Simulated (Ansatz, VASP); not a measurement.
**One calculation of MoS2, two programs**

```xyz
6
Lattice="3.1493 0.0000 0.0000 -1.5747 2.7274 0.0000 0.0000 0.0000 12.0898" Properties=species:S:1:pos:R:3 pbc="T T T"
Mo    0.0000    1.8183    3.0225
Mo    1.5747    0.9091    9.0674
S     0.0000    1.8183    7.5016
S     1.5747    0.9091    1.4567
S     0.0000    1.8183   10.6332
S     1.5747    0.9091    4.5883
```

Alike in both runs: functional PBE; dispersion D3(BJ); k mesh 12 × 12 × 3; no spin polarisation.

Ansatz relaxed the structure, and its values are those at the end. VASP's run is a single point on that final structure, the one shown.

|  | VASP | Ansatz |
| --- | --- | --- |
| version | VASP 6.6.1 | Ansatz 0.2.0 |
| potentials or method | VASP PAW PBE potentials, release 64 (Mo_sv, S) | scalar-relativistic, plane waves, PAW |
| plane-wave cutoff (eV) | 520 | 420 |
| occupations | gaussian, width 0.01 eV | fixed |
| valence electrons in the cell | 52 | 52 |

|  | VASP | Ansatz | Ansatz less VASP |
| --- | --- | --- | --- |
| gap on the k mesh at the Fermi level (eV) | 0.80 | 0.78 | -0.016 |
| least direct gap on the mesh (eV) | 1.70 | 1.70 | -0.004 |
| pressure (GPa) | -0.1 | 0.0 | +0.15 |
| rms of the force components (eV/Å) | 0.006 | 0.000 | -0.0057 |
| dispersion energy (meV/atom) | -437.5 | -437.6 | -0.10 |

Caveats: an odd mesh through Γ misses points on the zone boundary, where band edges often lie. As with any semilocal functional, this PBE gap is likely too small.
